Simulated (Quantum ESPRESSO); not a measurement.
# SnSe (Fm-3m) in Quantum ESPRESSO: a series of runs, part 3 of 3

Quantum ESPRESSO 7.5. The steps go on from the part before.

## Step 4: Dielectric tensor, AM05

Input file pw.in:

```
&CONTROL
  calculation = 'scf'
  prefix = 'pwscf'
  outdir = './tmp'
  pseudo_dir = './pseudo'
  tprnfor = .true.
  tstress = .true.
  disk_io = 'low'
/
&SYSTEM
  ibrav = 0
  A = 4.25678282
  nat = 2
  ntyp = 2
  ecutwfc = 68
  ecutrho = 544
  nbnd = 16
  input_dft = 'XC-000I-000I-120L-135L-000I-000I'
  occupations = 'smearing'
  smearing = 'fd'
  degauss = 0.00367493
/
&ELECTRONS
  conv_thr = 4d-10
  electron_maxstep = 120
  mixing_beta = 0.5
/
ATOMIC_SPECIES
Sn   118.7100 sn_pbe_v1.4.uspp.F.UPF
Se    78.9710 se_pbe_v1.uspp.F.UPF
CELL_PARAMETERS alat
   0.0000000000    0.7071067816    0.7071067816
   0.7071067816    0.0000000000    0.7071067816
   0.7071067816    0.7071067816    0.0000000000
ATOMIC_POSITIONS alat
Sn     0.0000000000    0.0000000000    0.0000000000
Se     0.7071067816    0.7071067816    0.7071067816
K_POINTS automatic
6 6 6 1 1 1
```

Input file gamma.in:

```
&CONTROL
  calculation = 'bands'
  prefix = 'pwscf'
  outdir = './tmp'
  pseudo_dir = './pseudo'
  disk_io = 'low'
  verbosity = 'high'
/
&SYSTEM
  ibrav = 0
  A = 4.25678282
  nat = 2
  ntyp = 2
  ecutwfc = 68
  ecutrho = 544
  nbnd = 16
  input_dft = 'XC-000I-000I-120L-135L-000I-000I'
  occupations = 'smearing'
  smearing = 'fd'
  degauss = 0.00367493
/
&ELECTRONS
  conv_thr = 1d-08
  electron_maxstep = 120
  mixing_beta = 0.5
  diago_full_acc = .true.
  startingwfc = 'random'
/
ATOMIC_SPECIES
Sn   118.7100 sn_pbe_v1.4.uspp.F.UPF
Se    78.9710 se_pbe_v1.uspp.F.UPF
CELL_PARAMETERS alat
   0.0000000000    0.7071067816    0.7071067816
   0.7071067816    0.0000000000    0.7071067816
   0.7071067816    0.7071067816    0.0000000000
ATOMIC_POSITIONS alat
Sn     0.0000000000    0.0000000000    0.0000000000
Se     0.7071067816    0.7071067816    0.7071067816
K_POINTS crystal
1
0.0 0.0 0.0 1
```

Input file scf2.in:

```
&CONTROL
  calculation = 'scf'
  prefix = 'pwscf'
  outdir = './tmp'
  pseudo_dir = './pseudo'
  tprnfor = .true.
  tstress = .true.
  disk_io = 'low'
/
&SYSTEM
  ibrav = 0
  A = 4.25678282
  nat = 2
  ntyp = 2
  ecutwfc = 68
  ecutrho = 544
  nbnd = 16
  input_dft = 'XC-000I-000I-120L-135L-000I-000I'
  occupations = 'fixed'
/
&ELECTRONS
  conv_thr = 1d-13
  electron_maxstep = 120
  mixing_beta = 0.5
  startingpot = 'file'
/
ATOMIC_SPECIES
Sn   118.7100 sn_pbe_v1.4.uspp.F.UPF
Se    78.9710 se_pbe_v1.uspp.F.UPF
CELL_PARAMETERS alat
   0.0000000000    0.7071067816    0.7071067816
   0.7071067816    0.0000000000    0.7071067816
   0.7071067816    0.7071067816    0.0000000000
ATOMIC_POSITIONS alat
Sn     0.0000000000    0.0000000000    0.0000000000
Se     0.7071067816    0.7071067816    0.7071067816
K_POINTS automatic
6 6 6 1 1 1
```

Input file ph.in:

```
dielectric of SnSe
&INPUTPH
  prefix = 'pwscf'
  outdir = './tmp'
  tr2_ph = 1d-18
  fildyn = 'dyn'
  niter_ph = 90
  alpha_mix(1) = 0.7
  epsil = .true.
  trans = .false.
  zeu = .true.
/
0.0000000000 0.0000000000 0.0000000000
```

Potentials or basis: GBRV 1.5 PBE.

Launch:

```console
> OMP_NUM_THREADS=1 pw.x -in pw.in > pw.out
> OMP_NUM_THREADS=1 pw.x -in gamma.in > gamma.out
> OMP_NUM_THREADS=1 pw.x -in scf2.in > scf2.out
> OMP_NUM_THREADS=1 ph.x -in ph.in > ph.out
```

pw.out:

```text
This program is part of the open-source Quantum ESPRESSO suite
     for quantum simulation of materials; please cite
         "P. Giannozzi et al., J. Phys.:Condens. Matter 21 395502 (2009);
         "P. Giannozzi et al., J. Phys.:Condens. Matter 29 465901 (2017);
         "P. Giannozzi et al., J. Chem. Phys. 152 154105 (2020);
     in publications or presentations arising from this work. More details at

     IMPORTANT: XC functional enforced from input :
     Exchange-correlation= XC-000I-000I-120L-135L-000I-000I
                           (   0   0 120 135   0   0   0)
     Any further DFT definition will be discarded
     Please, verify this is what you really want

     Message from routine setup:
     using ibrav=0 with symmetry is DISCOURAGED, use correct ibrav instead

     G-vector sticks info
     --------------------
     sticks:   dense  smooth     PW     G-vecs:    dense   smooth      PW
     Sum        2407    1213    361                78679    27941    4573

     Using Slab Decomposition

     bravais-lattice index     =            0
     lattice parameter (alat)  =       8.0442  a.u.
     unit-cell volume          =     368.0663 (a.u.)^3
     number of atoms/cell      =            2
     number of atomic types    =            2
     number of electrons       =        20.00
     number of Kohn-Sham states=           16
     kinetic-energy cutoff     =      68.0000  Ry
     charge density cutoff     =     544.0000  Ry
     scf convergence threshold =      4.0E-10
     mixing beta               =       0.5000
     number of iterations used =            8  plain     mixing
     Exchange-correlation= XC-000I-000I-120L-135L-000I-000I
                           (   0   0 120 135   0   0   0)

     celldm(1)=   8.044154  celldm(2)=   0.000000  celldm(3)=   0.000000
     celldm(4)=   0.000000  celldm(5)=   0.000000  celldm(6)=   0.000000

[... 8 lines left out ...]
               b(3) = (  0.707107  0.707107 -0.707107 )

     PseudoPot. # 1 for Sn read from file:
     sn_pbe_v1.4.uspp.F.UPF
     Pseudo is Ultrasoft + core correction, Zval = 14.0
     Generated by new atomic code, or converted to UPF format
     Using radial grid of  891 points,  6 beta functions with:
                l(1) =   0
                l(2) =   0
                l(3) =   1
                l(4) =   1
                l(5) =   2
                l(6) =   2
     Q(r) pseudized with  8 coefficients,  rinner =    1.350   1.350   1.350
                                                       1.350   1.350

     PseudoPot. # 2 for Se read from file:
     se_pbe_v1.uspp.F.UPF
     Pseudo is Ultrasoft + core correction, Zval =  6.0
     Generated by new atomic code, or converted to UPF format
     Using radial grid of  877 points,  6 beta functions with:
                l(1) =   0
                l(2) =   0
                l(3) =   1
                l(4) =   1
                l(5) =   2
                l(6) =   2
     Q(r) pseudized with  8 coefficients,  rinner =    1.300   1.300   1.300
                                                       1.300   1.300

     atomic species   valence    mass     pseudopotential
     Sn               14.00   118.71000     Sn( 1.00)
     Se                6.00    78.97100     Se( 1.00)

     48 Sym. Ops., with inversion, found

   Cartesian axes

     site n.     atom                  positions (alat units)
         1        Sn     tau(   1) = (   0.0000000   0.0000000   0.0000000  )
         2        Se     tau(   2) = (   0.7071068   0.7071068   0.7071068  )

     number of k points=    28  Fermi-Dirac smearing, width (Ry)=  0.0037
                       cart. coord. in units 2pi/alat
        k(    1) = (   0.0589256   0.0589256   0.0589256), wk =   0.0185185
        k(    2) = (   0.1767767   0.1767767  -0.0589256), wk =   0.0555556
        k(    3) = (   0.2946278   0.2946278  -0.1767767), wk =   0.0555556
        k(    4) = (  -0.2946278  -0.2946278   0.4124790), wk =   0.0555556
        k(    5) = (  -0.1767767  -0.1767767   0.2946278), wk =   0.0555556
        k(    6) = (  -0.0589256  -0.0589256   0.1767767), wk =   0.0555556
[... 20 lines left out ...]
        k(   27) = (   0.2946278   0.2946278   0.2946278), wk =   0.0185185
        k(   28) = (  -0.2946278  -0.2946278   0.8838835), wk =   0.0555556

     Dense  grid:    78679 G-vectors     FFT dimensions: (  60,  60,  60)

     Smooth grid:    27941 G-vectors     FFT dimensions: (  45,  45,  45)

     WARNING: libxc functional with ID  120 depends
      on external parameters: check the user_guide of
      QE if you need to modify them or to check their
      default values.

     WARNING: libxc functional with ID  135 depends
      on external parameters: check the user_guide of
      QE if you need to modify them or to check their
      default values.

     Initial potential from superposition of free atoms

     starting charge      18.9999, renormalised to      20.0000
     Starting wfcs are   13 randomized atomic wfcs +    3 random wfcs

     Self-consistent Calculation

     iteration #  1     ecut=    68.00 Ry     beta= 0.50
     Davidson diagonalization with overlap
     ethr =  1.00E-02,  avg # of iterations =  8.8

     total energy              =    -201.65907135 Ry
     estimated scf accuracy    <       0.70989281 Ry
[... 19 lines left out ...]
     total energy              =    -201.84846844 Ry
     estimated scf accuracy    <       0.00042501 Ry

     iteration #  5     ecut=    68.00 Ry     beta= 0.50
     Davidson diagonalization with overlap
     c_bands:  1 eigenvalues not converged
     ethr =  2.13E-06,  avg # of iterations =  3.5

     total energy              =    -201.84854370 Ry
     estimated scf accuracy    <       0.00000625 Ry

     iteration #  6     ecut=    68.00 Ry     beta= 0.50
     Davidson diagonalization with overlap
     ethr =  3.12E-08,  avg # of iterations =  7.1
[... 18 lines left out ...]
     iteration #  9     ecut=    68.00 Ry     beta= 0.50
     Davidson diagonalization with overlap
     ethr =  7.97E-10,  avg # of iterations =  2.0

     End of self-consistent calculation

          k = 0.0589 0.0589 0.0589 (  3500 PWs)   bands (ev):

   -13.5316 -13.5313 -13.5313 -13.5286 -13.5286  -5.8739   2.5590   5.7957
     5.7957   6.0091  11.8047  11.8888  11.8888  13.7979  13.9855  13.9855

          k = 0.1768 0.1768-0.0589 (  3504 PWs)   bands (ev):

   -13.5320 -13.5319 -13.5310 -13.5280 -13.5247  -5.6276   1.6076   5.3501
     6.0510   6.9521  10.0909  10.3960  11.6944  13.8992  14.3728  15.4187

          k = 0.2946 0.2946-0.1768 (  3487 PWs)   bands (ev):

   -13.5360 -13.5356 -13.5293 -13.5213 -13.5196  -5.1676   0.3790   5.2966
     6.1055   7.8083   8.5856   9.3893  10.7245  14.8111  15.9392  17.4574

          k =-0.2946-0.2946 0.4125 (  3490 PWs)   bands (ev):
[... 16 lines left out ...]
   -13.5366 -13.5336 -13.5278 -13.5252 -13.5235  -5.5095   1.5378   5.2197
     5.2563   6.9932   9.4392  11.8164  11.9757  12.6206  16.0507  16.1736

          k = 0.4125 0.1768-0.0589 (  3489 PWs)   bands (ev):

   -13.5420 -13.5326 -13.5287 -13.5211 -13.5189  -5.1337   0.8776   4.5544
     5.1422   6.3160  10.0837  11.1315  11.8257  13.2306  17.2068  18.1473

          k =-0.1768-0.4125 0.5303 (  3485 PWs)   bands (ev):
[... 6 lines left out ...]
   -13.5400 -13.5321 -13.5283 -13.5215 -13.5199  -5.0094   0.5326   4.1241
     5.4591   7.2835   9.0021  10.3696  12.0858  14.5105  16.6489  17.3591

          k = 0.0589-0.1768 0.2946 (  3493 PWs)   bands (ev):

   -13.5359 -13.5314 -13.5308 -13.5252 -13.5217  -5.4087   1.1379   4.9627
     5.8398   7.3035   9.1522  10.5139  11.7380  13.5118  15.5618  16.6490

          k = 0.5303 0.0589 0.0589 (  3481 PWs)   bands (ev):
[... 6 lines left out ...]
   -13.5526 -13.5344 -13.5241 -13.5175 -13.5144  -4.7176   1.2062   2.8877
     4.1277   5.5178  11.3094  11.7574  13.3220  13.5393  17.7527  19.2832

          k = 0.0589-0.4125 0.5303 (  3486 PWs)   bands (ev):

   -13.5457 -13.5296 -13.5266 -13.5229 -13.5167  -4.7619   0.5983   3.3649
     4.6020   6.6424   9.7198  11.5218  12.7623  14.4926  15.9628  18.1701

          k = 0.1768-0.2946 0.4125 (  3491 PWs)   bands (ev):

   -13.5393 -13.5341 -13.5283 -13.5209 -13.5181  -4.9907   0.2171   4.8714
     5.5890   7.3170   8.8172  10.0182  11.1755  14.7618  17.0017  17.7300

          k =-0.6482 0.0589 0.0589 (  3472 PWs)   bands (ev):

   -13.5560 -13.5375 -13.5215 -13.5146 -13.5143  -4.7305   1.5869   2.7620
     4.4024   4.5365  11.1287  12.9784  13.0512  13.6930  18.7146  19.6753

          k =-0.5303 0.1768-0.0589 (  3474 PWs)   bands (ev):

   -13.5484 -13.5338 -13.5260 -13.5183 -13.5164  -4.8753   0.9177   3.8700
     4.3213   5.7366  10.9166  11.7794  12.3368  13.3330  18.0861  18.7153

          k =-0.4125 0.0589 0.0589 (  3490 PWs)   bands (ev):

   -13.5439 -13.5353 -13.5251 -13.5208 -13.5196  -5.2063   1.2368   4.7974
     4.8514   5.6325  10.6931  11.6503  12.2969  12.5747  17.4391  17.6411

          k = 0.1768 0.1768 0.1768 (  3497 PWs)   bands (ev):
[... 31 lines left out ...]
   -13.5483 -13.5293 -13.5272 -13.5228 -13.5144  -4.7045   0.9138   3.2043
     3.6665   6.8295   9.7253  12.3200  12.9255  14.4044  15.8886  19.5361

          k =-0.7660 0.1768 0.1768 (  3477 PWs)   bands (ev):

   -13.5496 -13.5316 -13.5262 -13.5186 -13.5162  -4.7296   0.8502   3.0405
     4.8245   5.5064  11.1259  11.5172  13.0548  13.3452  17.7379  18.0222

          k = 0.2946 0.2946 0.2946 (  3489 PWs)   bands (ev):
[... 6 lines left out ...]
   -13.5403 -13.5339 -13.5273 -13.5205 -13.5183  -4.9027   0.1403   4.5129
     5.6585   6.9954   9.2292   9.8210  11.5037  15.4889  16.4931  17.1435

     the Fermi energy is     8.1832 ev

!    total energy              =    -201.84855928 Ry
     estimated scf accuracy    <          3.4E-10 Ry
     smearing contrib. (-TS)   =      -0.00000598 Ry
     internal energy E=F+TS    =    -201.84855330 Ry

     The total energy is F=E-TS. E is the sum of the following terms:
     one-electron contribution =     -65.67988097 Ry
     hartree contribution      =      44.98111867 Ry
     xc contribution           =     -71.55533359 Ry
     ewald contribution        =    -109.59445741 Ry

     convergence has been achieved in   9 iterations

     Forces acting on atoms (cartesian axes, Ry/au):

     atom    1 type  1   force =     0.00000000    0.00000000   -0.00000000
     atom    2 type  2   force =     0.00000000   -0.00000000    0.00000000

     Total force =     0.000000     Total SCF correction =     0.000000

     Computing stress (Cartesian axis) and pressure

          total   stress  (Ry/bohr**3)                   (kbar)     P=      -14.67
  -0.00009973  -0.00000000   0.00000000          -14.67       -0.00        0.00
  -0.00000000  -0.00009973  -0.00000000           -0.00      -14.67       -0.00
  -0.00000000  -0.00000000  -0.00009973           -0.00       -0.00      -14.67

=------------------------------------------------------------------------------=
   JOB DONE.
=------------------------------------------------------------------------------=
```

Run time: 4.4 min. Hardware: 1 thread of Intel Xeon 6975P-C (Granite Rapids), shared host; peak memory 0.34 GiB.

What came out:

| Property | Result |
| --- | --- |
| Free energy | -2746.2895 eV |
| Pressure | -1.4 GPa |
| Electronic dielectric tensor (diagonal) | 41.14 |
| Born charges (mean of the diagonal) | Sn +5.89; Se -5.90 e |

Levels at points of the mesh, in eV from the valence-band top:
| k point | band 6 | band 7 | band 8 | band 9 | band 10 | band 11 | band 12 | band 13 | band 14 | band 15 |
| --- | --- | --- | --- | --- | --- | --- | --- | --- | --- | --- |
| (0.08, 0.08, 0.08) | -13.72 | -5.29 | -2.05 | -2.05 | -1.84 | 3.96 | 4.04 | 4.04 | 5.95 | 6.14 |

Electronic dielectric tensor:
```
41.14  0.00  0.00
 0.00 41.14  0.00
 0.00  0.00 41.14
```

Born effective charge tensors (e):
atom 1, Sn
```
5.89 0.00 0.00
0.00 5.89 0.00
0.00 0.00 5.89
```
atom 2, Se
```
-5.90  0.00  0.00
 0.00 -5.90  0.00
 0.00  0.00 -5.90
```

Caveat: the mesh is thin for the dielectric tensor, Born charges and intensities, which usually come out too large; the potentials were made for another functional, which shifts forces and pressure.

## Step 5: The runs side by side

```tsv
level	pressure (GPa)
WC	-1.8
BLYP	4.9
AM05	-1.4
```

Alike in all rows: task dielectric tensor; potentials or basis GBRV 1.5 PBE; no spin polarisation; cell as given; k mesh 6 × 6 × 6, shifted; cutoff (eV) 925; smearing fermi-dirac 0.05 eV.

The pressure there spans -1.8 GPa (WC) to 4.9 GPa (BLYP); a positive pressure means that this level wants a larger cell, a negative one a smaller.

Caveats: the potentials were made for another functional, which shifts forces and pressure; the cell is more than 3 GPa from zero pressure, which shifts response properties (some runs).

Total energies depend on the potentials used, so only differences within one code and one set of settings carry meaning.
